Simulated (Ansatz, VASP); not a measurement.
Given: the input of a run of VASP 6.6.1 on Ge.

The input INCAR:

```
SYSTEM = Ge
PREC     = Accurate       ! precision mode
ENCUT    = 520            ! plane-wave cutoff, eV
EDIFF    = 1E-6           ! SCF threshold, eV
ISMEAR   = -1             ! smearing method
SIGMA    = 0.05           ! smearing width, eV
LREAL    = .False.        ! projectors in reciprocal space
LASPH    = .True.         ! aspherical terms in the spheres
NELM     = 60             ! most SCF steps
ALGO     = Normal         ! electronic algorithm
ISIF     = 2              ! what is computed and relaxed
LWAVE    = .False.        ! write WAVECAR
LCHARG   = .False.        ! write CHGCAR
GGA      = PE             ! functional
NBANDS   = 21             ! bands
```

Contents of KPOINTS:

```
Automatic mesh
0
Gamma
  8 8 8
  0 0 0
```

POSCAR

```
Ge
1.0
    4.1174995974      0.0000000000      0.0000000000
   -2.0587447656      3.5658602863      0.0000000000
    0.0000000000      0.0000000000      3.3486109732
Ge
2
Direct
    0.6666700000      0.3333300000      0.1408600000
    0.3333300000      0.6666700000      0.8591400000
```

Potentials or basis: VASP PAW PBE potentials, release 64 (Ge_d).

The run is started by

```bash
$ cat potpaw_PBE.64/Ge_d/POTCAR > POTCAR
$ mpirun -np 1 vasp_std > vasp.out
```

Problem. Set up the same calculation for Ansatz 0.2.0. Potentials there: Ansatz PAW.

Solution. As run (the cutoff follows the program's own potentials):

The input input.yaml:

```yaml
crystal:
  lattice:
    - [4.1174995974, 0.0, 0.0]
    - [-2.0587447656, 3.5658602863, 0.0]
    - [0.0, 0.0, 3.3486109732]
  atoms:
    - { symbol: Ge, position: [0.66667, 0.33333, 0.14086] }
    - { symbol: Ge, position: [0.33333, 0.66667, 0.85914] }
hamiltonian:
  xc: pbe
  pseudopotentials: { kind: paw }
kpoints:
  mp_grid: { grid: [8, 8, 8] }
scf:
  occupations: { method: fermi_dirac, width: 0.05 }
output:
  forces: true
  stress: true
  eigenvalues: true
```

Potentials or basis: Ansatz PAW.

Command:

```console
$ ansatz run input.yaml --threads 1 --pin off --max-ram 3584MiB --backend cpu --events-out ev --progress --plain --runs-dir out
```

Both were run:

|  | VASP | Ansatz | Ansatz less VASP |
| --- | --- | --- | --- |
| gap on the k mesh at the Fermi level (eV) | none | none | - |
| pressure (GPa) | -2.5 | -2.5 | +0.01 |
| largest component of the traceless stress (GPa) | 2.30 | 2.32 | +0.012 |
| rms of the force components (eV/Å) | 0.034 | 0.036 | +0.0014 |

Atom by atom the forces differ by 0.001 eV/Å (rms over components). A gap of «none» marks a metal or a gap that the smearing closes. The functional is the same, so the differences come from potentials, cutoffs and numerics.
